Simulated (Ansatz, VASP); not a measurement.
**ZnSe: VASP beside Ansatz**

```
CELL_PARAMETERS angstrom
0.00000 2.83380 2.83380
2.83380 0.00000 2.83380
2.83380 2.83380 0.00000
ATOMIC_POSITIONS crystal
Zn 0.00000 0.00000 0.00000
Se 0.75000 0.75000 0.75000
```

Alike in both runs: task single point; functional PBEsol; k mesh 10 × 10 × 10; occupations gaussian, width 0.05 eV; no spin polarisation.

|  | VASP | Ansatz |
| --- | --- | --- |
| version | VASP 6.6.1 | Ansatz 0.2.0 |
| potentials or method | VASP PAW PBE potentials, release 64 (Zn, Se) | scalar-relativistic, plane waves, PAW |
| plane-wave cutoff (eV) | 520 | 420 |
| valence electrons in the cell | 18 | 28 |

VASP gave:

| Item | Value |
| --- | --- |
| gap on the k mesh at the Fermi level (eV) | 1.17 |
| least direct gap on the mesh (eV) | 1.17 |
| pressure (GPa) | -0.9 |

**Question.** Which values does Ansatz return?

**Answer.** gap on the k mesh at the Fermi level (eV): 1.17; least direct gap on the mesh (eV): 1.17; pressure (GPa): -1.1.

The two sets of potentials don't hold the same shells in valence.

Caveats: the PAW data sets were made with another functional, which shifts forces and pressure a little (VASP). A hybrid or GW would open this gap; PBEsol tends to underestimate it.
